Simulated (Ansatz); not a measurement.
# CsPbCl3 (model cell, started as cubic perovskite with Pb in the octahedra): a soft mode frozen in, part 2 of 3

Aim: this structure of CsPbCl3 (model cell, started as cubic perovskite with Pb in the octahedra) is to be tested for unstable modes, and one is followed downhill.

Ansatz 0.2.0; DFT PBE, scalar-relativistic, plane waves, PAW; PAW set soft_1.

So far, highest frequency on the path or at a solved wavevector (cm⁻¹): step 2 (phonons on a q mesh) 248. Also lowest frequency on the path (cm⁻¹): step 2 -43.7.

## (6) Relaxing from the distorted cell

Starting from the lowest point found, all atoms and the cell are let go, so that strain and other modes of the same symmetry can join in.

Input file input.yaml:

```yaml
crystal:
  lattice:
    - [5.7354216158, 5.7354216158, 0.0]
    - [5.7354216158, 0.0, 5.7354216158]
    - [5.7354216158, 0.0, -5.7354216158]
  atoms:
    - { symbol: Cs, position: [0.0, 0.0, 0.0] }
    - { symbol: Cs, position: [0.0, 0.5, 0.5] }
    - { symbol: Pb, position: [0.5, 0.25, 0.75] }
    - { symbol: Pb, position: [0.5, 0.75, 0.25] }
    - { symbol: Cl, position: [0.5, -0.0523065295, -0.0523065295] }
    - { symbol: Cl, position: [0.5, 0.5523065295, 0.5523065295] }
    - { symbol: Cl, position: [0.0, 0.5, 0.0] }
    - { symbol: Cl, position: [0.0, 0.0, 0.5] }
    - { symbol: Cl, position: [0.5, 0.0523065295, 0.4476934705] }
    - { symbol: Cl, position: [0.5, 0.4476934705, 0.0523065295] }
kpoints:
  mp_grid: { grid: [6, 6, 6] }
hamiltonian:
  xc: pbe
  pseudopotentials: { kind: paw, azcp: { folder: soft_1 } }
scf:
  occupations: { method: fixed }
output:
  forces: true
  stress: true
  eigenvalues: true
relax:
  adjacent_minimum: "off"
  f_tol: 0.002
  max_steps: 120
  cell: { stress_tol: 0.03 }
```

On the command line:

```console
ansatz run input.yaml --threads 8 --pin off --max-ram 16384MiB --backend cpu --events-out ev --progress --plain --runs-dir out
```

Numbers of over 12 decimals in the logs are rounded to 6 here.

What it wrote:

```text
[...]
Crystal: 10 atoms, lattice volume = 377.334 Å³
Basis set: ecut = 420 eV, 7391 PW (Γ), exchange–correlation on 120×120×120 points (8 copies of the dense FFT grid, shifted against one another)
Bands: 54, of which v1, the nominal top of the filled ones, is band 44 counted from 1 (43 counted from 0)
Symmetry: 16 space group operations
[...]
k-points: 30 of 216
[...]
SCF iter   1: F=—  HF=-41654.163790 eV  |F-HF|=—  |Δ(HF+E_count)|=         —  Δρ=2.27e-2  dr2=4.70e0  ethr=3.10e-3  ⟨swp⟩=6.1  Hψ=6100  notcnv=0  defer=201
[...]
SCF iter   8: F=-41651.892718 eV  HF=-41651.892718 eV  |F-HF|=1.87e-8  |Δ(HF+E_count)|=   5.66e-7  Δρ=2.51e-6  dr2=3.50e-8  ethr=1.14e-10  ⟨swp⟩=19.4  Hψ=11805  notcnv=0
SCF 1 converged in 8 iterations: F = -41651.892718 eV  dr2 = 3.50e-8
[...]
relax step   1: F+E_penalty+E_count = -41651.89271777 eV  Δ(F+E_penalty+E_count) = +0.000e0 eV  max|allowed force component| = 1.053e-2 eV/Å  Δτ_max = 0.0000 Å  P = -0.391 GPa  Ω = 377.334 Å³  (8 SCF iters, dr2 threshold 1.00e-7 eV, accepted)
Crystal: 10 atoms, lattice volume = 372.765 Å³
Basis set: ecut = 420 eV, 7303 PW (Γ), exchange–correlation on 120×120×120 points (8 copies of the dense FFT grid, shifted against one another)
[...]
iter 1 solved again at ethr=1.25e-6 eV; its pass at ethr=3.10e-3 eV (dr2=1.10e-3 eV) is discarded
[...]
SCF iter   5: F=-41651.910631 eV  HF=-41651.910631 eV  |F-HF|=6.03e-8  |Δ(HF+E_count)|=   1.01e-6  Δρ=4.30e-6  dr2=7.86e-8  ethr=1.14e-9  ⟨swp⟩=16.3  Hψ=10418  notcnv=0
SCF 2 converged in 5 iterations: F = -41651.910631 eV  dr2 = 7.86e-8
[...]
relax step   2: F+E_penalty+E_count = -41651.91063074 eV  Δ(F+E_penalty+E_count) = -1.791e-2 eV  max|allowed force component| = 4.599e-3 eV/Å  Δτ_max = 0.0071 Å  P = -0.168 GPa  Ω = 372.765 Å³  energy of the carried Pulay correction = +2.076e-4 eV  (5 SCF iters, dr2 threshold 1.00e-6 eV, accepted)
Crystal: 10 atoms, lattice volume = 368.556 Å³
Basis set: ecut = 420 eV, 7255 PW (Γ), exchange–correlation on 120×120×120 points (8 copies of the dense FFT grid, shifted against one another)
[...]
SCF iter   5: F=-41651.919314 eV  HF=-41651.919314 eV  |F-HF|=2.76e-7  |Δ(HF+E_count)|=   1.25e-6  Δρ=7.46e-6  dr2=1.79e-7  ethr=2.94e-10  ⟨swp⟩=16.4  Hψ=12068  notcnv=0
SCF 3 converged in 5 iterations: F = -41651.919314 eV  dr2 = 1.79e-7
relax step   3: F+E_penalty+E_count = -41651.91931388 eV  Δ(F+E_penalty+E_count) = -8.683e-3 eV  max|allowed force component| = 1.800e-2 eV/Å  Δτ_max = 0.0291 Å  P = +0.021 GPa  Ω = 368.556 Å³  energy of the carried Pulay correction = +4.027e-4 eV  (5 SCF iters, dr2 threshold 2.59e-7 eV, accepted)
[...]
relax step   4: F+E_penalty+E_count = -41651.92040347 eV  Δ(F+E_penalty+E_count) = -1.090e-3 eV  max|allowed force component| = 7.088e-3 eV/Å  Δτ_max = 0.0237 Å  P = +0.013 GPa  Ω = 368.131 Å³  energy of the carried Pulay correction = +4.226e-4 eV  (6 SCF iters, dr2 threshold 2.02e-8 eV, accepted)
[...]
relax step   5: F+E_penalty+E_count = -41651.92058772 eV  Δ(F+E_penalty+E_count) = -1.842e-4 eV  max|allowed force component| = 6.680e-4 eV/Å  Δτ_max = 0.0152 Å  P = -0.002 GPa  Ω = 368.015 Å³  energy of the carried Pulay correction = +4.280e-4 eV  (5 SCF iters, dr2 threshold 3.14e-9 eV, accepted)
Basis set: ecut = 420 eV, 7207 PW (Γ), exchange–correlation on 120×108×108 points (8 copies of the dense FFT grid, shifted against one another)
[...]
SCF iter   4: F=-41651.920184 eV  HF=-41651.920184 eV  |F-HF|=2.40e-10  |Δ(HF+E_count)|=   8.91e-8  Δρ=1.06e-7  dr2=2.57e-11  ethr=1.00e-12  ⟨swp⟩=19.0  Hψ=13566  notcnv=0
SCF 6 converged in 4 iterations: F = -41651.920184 eV  dr2 = 2.57e-11
relax step   6: F+E_penalty+E_count = -41651.92018430 eV  Δ(F+E_penalty+E_count) = +4.034e-4 eV  max|allowed force component| = 6.629e-4 eV/Å  Δτ_max = 0.0000 Å  P = -0.003 GPa  Ω = 368.015 Å³  stress off target by 3.17e-3 GPa  SCF on the basis re-selected at this cell (its energy is not comparable with the rows above)  (4 SCF iters)
basis re-selected at this cell: Δ(F+E_penalty+E_count) = +4.034e-4 eV, ΔP = -0.001 GPa vs the last step (what re-selecting the basis moved, of the pressure what is left beyond the Pulay correction that the steps carried, after the strain that the cell walked since its last selection, with what the two solves' SCF thresholds leave and, on support functions, any second-order correction that the steps lacked; it is no measure of the basis error at this ecutwfc). The dense FFT grid was sized anew with the basis: this SCF ran on 60×54×54 points, the steps before it on 60×60×60, so part of this shift can come from that change (see relax.cell in the input reference). [rest of the remark cut]
SCF converged after 4 iterations
Free energy (F): -41651.920184 eV
[...]
Internal energy: -41651.920184 eV  (E = F + TS)
E sigma→0 (E₀):  -41651.920184 eV
Fermi energy:    3.035113 eV
[...]
--- Forces (eV/Å), atoms counted from 1 ---
  atom   1  Cs     0.00000000     0.00000000     0.00000000
  atom   2  Cs     0.00000000     0.00000000     0.00000000
  atom   3  Pb     0.00000000     0.00000000    -0.00000000
  atom   4  Pb     0.00000000     0.00000000     0.00000000
  atom   5  Cl     0.00066288    -0.00000000     0.00000000
  atom   6  Cl    -0.00066288    -0.00000000     0.00000000
  atom   7  Cl     0.00000000     0.00000000     0.00000000
  atom   8  Cl     0.00000000     0.00000000     0.00000000
  atom   9  Cl     0.00000000    -0.00000000    -0.00066288
  atom  10  Cl     0.00000000    -0.00000000     0.00066288
  max |Σ_I F_I| component: 1.63e-19 eV/Å
--- Stress (GPa, compression-positive) ---
       -0.003168       0.000000       0.000000
        0.000000      -0.001869       0.000000
        0.000000       0.000000      -0.003168
  P = ⅓ Tr σ = -0.0027 GPa (-0.027 kbar)
--- Band table (eV; the first three rows and the last of 30) ---
  k-point 0: bands = [... 40 lower, 1.4368, 1.4576, 1.4576, 3.0351, 5.4333, 5.6453, 5.6453, 7.2260, ... 6 higher]
  k-point 1: bands = [... 40 lower, 1.4203, 1.4356, 1.4952, 2.7442, 5.7061, 5.8459, 5.9135, 7.3940, ... 6 higher]
  k-point 2: bands = [... 40 lower, 1.3582, 1.3806, 1.5489, 2.1558, 6.3451, 6.3864, 6.5438, 7.6594, ... 6 higher]
  k-point 29: bands = [... 40 lower, 1.2939, 1.3796, 1.8977, 2.4112, 6.0050, 6.0050, 6.2270, 8.1758, ... 6 higher]
--- Relaxed structure (5 steps of the walk, 5 accepted, 1 SCFs on fresh bases) ---
  F+E_penalty+E_count = -41651.92018430 eV   max|allowed force component| = 6.629e-4 eV/Å   (the final SCF, on the basis selected at the relaxed cell)
  cell:  # Å, volume = 368.0151 Å³
    - [5.633671, 5.797660, 0]
    - [5.633671, 0.0, 5.633671]
    - [5.633671, 0.0, -5.633671]
  atoms:
    - { symbol: Cs, position: [0, 0, 0] }
    - { symbol: Cs, position: [0, 0.5, 0.5] }
    - { symbol: Pb, position: [0.5, 0.250000, 0.750000] }
    - { symbol: Pb, position: [0.5, 0.750000, 0.250000] }
    - { symbol: Cl, position: [0.5, -0.058859, -0.058859] }
    - { symbol: Cl, position: [0.5, 0.558859, 0.558859] }
    - { symbol: Cl, position: [0, 0.5, 0.0] }
    - { symbol: Cl, position: [0, 0.0, 0.5] }
    - { symbol: Cl, position: [0.5, 0.058859, 0.441141] }
    - { symbol: Cl, position: [0.5, 0.441141, 0.058859] }
```

Run time: 36 s. Hardware: 8 threads of Arm Neoverse V1, shared host; peak memory 1.5 GiB; 4.7 min of CPU time.

Step by step:

| step | energy less that of the first step (eV) | largest force component (eV/Å) | pressure (GPa) | volume (Å³) |
| --- | --- | --- | --- | --- |
| 1 | 0.0000 | 0.0105 | -0.39 | 377.33 |
| 2 | -0.0179 | 0.0046 | -0.17 | 372.77 |
| 3 | -0.0266 | 0.0180 | 0.02 | 368.56 |
| 4 | -0.0277 | 0.0071 | 0.01 | 368.13 |
| 5 | -0.0279 | 0.0007 | 0.00 | 368.02 |
| 6* | -0.0275 | 0.0007 | 0.00 | 368.02 |

Relaxation steps marked * repeat the geometry before them on a plane-wave basis chosen anew for their cell, so energy and pressure can jump there.

Forces are held to the 16 operations that the run works with; a distortion that breaks them can't arise in this run.

| conventional cell, symmetrised | before | after | change |
| --- | --- | --- | --- |
| a (Å) | 8.111 | 7.967 | -1.8 % |
| b (Å) | 8.111 | 7.967 | -1.8 % |
| c (Å) | 11.471 | 11.595 | +1.1 % |
| volume (Å³/atom) | 37.73 | 36.80 | -2.5 % |

The atoms that moved most (Å, as changes of fractional coordinates times the final cell):

| atom | dx | dy | dz | length |
| --- | --- | --- | --- | --- |
| Cl6 | 0.074 | 0.000 | 0.000 | 0.074 |
| Cl9 | 0.000 | 0.000 | 0.074 | 0.074 |
| Cl10 | 0.000 | 0.000 | -0.074 | 0.074 |
| Cl5 | -0.074 | 0.000 | 0.000 | 0.074 |

This step gave:

| Property | Result |
| --- | --- |
| pressure | -0.002735 GPa |
| gap on the k-mesh | 2.398 eV |
| volume per atom | 36.80 Å³ |

The distorted start has space group I4/mcm; the relaxation ends in I4/mcm.

## (7) The new phase in its own primitive cell

The relaxed structure is symmetrised, reduced to its primitive cell and relaxed tightly, as its phonons need.

input.yaml, the sections that differ from step 6:

```yaml
crystal:
  lattice:
    - [-3.9836070604, 3.9836070604, 5.797659647]
    - [3.9836070604, -3.9836070604, 5.797659647]
    - [3.9836070604, 3.9836070604, -5.797659647]
  atoms:
    - { symbol: Cs, position: [0.75, 0.25, 0.5] }
    - { symbol: Cs, position: [0.25, 0.75, 0.5] }
    - { symbol: Pb, position: [0.0, 0.0, 0.0] }
    - { symbol: Pb, position: [0.5, 0.5, 0.0] }
    - { symbol: Cl, position: [0.8088593284, 0.3088593284, 0.1177186568] }
    - { symbol: Cl, position: [0.1911406716, 0.6911406716, 0.8822813432] }
    - { symbol: Cl, position: [0.75, 0.75, 0.0] }
    - { symbol: Cl, position: [0.25, 0.25, 0.0] }
    - { symbol: Cl, position: [0.3088593284, 0.1911406716, 0.5] }
    - { symbol: Cl, position: [0.6911406716, 0.8088593284, 0.5] }
relax:
  adjacent_minimum: "off"
  f_tol: 0.001
  max_steps: 60
  cell: { stress_tol: 0.01 }
# kpoints, hamiltonian, scf, output: as in step 6
```

What it wrote:

```text
[...]
Crystal: 10 atoms, lattice volume = 368.015 Å³
Basis set: ecut = 420 eV, 7207 PW (Γ), exchange–correlation on 120×120×120 points (8 copies of the dense FFT grid, shifted against one another)
Bands: 54, of which v1, the nominal top of the filled ones, is band 44 counted from 1 (43 counted from 0)
Symmetry: 16 space group operations
[...]
k-points: 30 of 216
[...]
- { symbol: Cs, position: [0.250000, 0.75, 0.5] }
    - { symbol: Pb, position: [0.0, 0.0, 0.0] }
    - { symbol: Pb, position: [0.5, 0.5, 0.0] }
    - { symbol: Cl, position: [0.808859, 0.308859, 0.117719] }
    - { symbol: Cl, position: [0.191141, 0.6911406716, 0.882281] }
    - { symbol: Cl, position: [0.75, 0.75, 0.0] }
    - { symbol: Cl, position: [0.25, 0.25, 0.0] }
    - { symbol: Cl, position: [0.3088593284, 0.1911406716, 0.5] }
    - { symbol: Cl, position: [0.6911406716, 0.808859, 0.5] }
[key lines of the parts left out:]
SCF converged after 5 iterations
Free energy (F): -41651.920184 eV
Fermi energy:    3.035114 eV
P = ⅓ Tr σ = -0.0027 GPa (-0.027 kbar)
```

The job ended after 14 s (8 threads; peak memory 1.5 GiB; 1.8 min of CPU time).

Little changed from the start: no atom moved by 0.005 Å and no cell edge by 0.1 %.

This step gave:

- direct gap on mesh: 2.398 eV

The largest force component left is 0.47 meV/Å and the pressure is -0.003 GPa, within the tolerances set. The cell now holds 36.80 Å³/atom.

(Part 2 of 3 ends here.)

[Logs are printed without paths, hosts, clocks, repeated set-up lines and the standing remarks that a program may print on its own settings, such as how far it seeks lower states.]

[Hosts, paths, dates, database ids (printed as entryN), source tags and the programs' standing remarks are cut or masked in the printed files.]
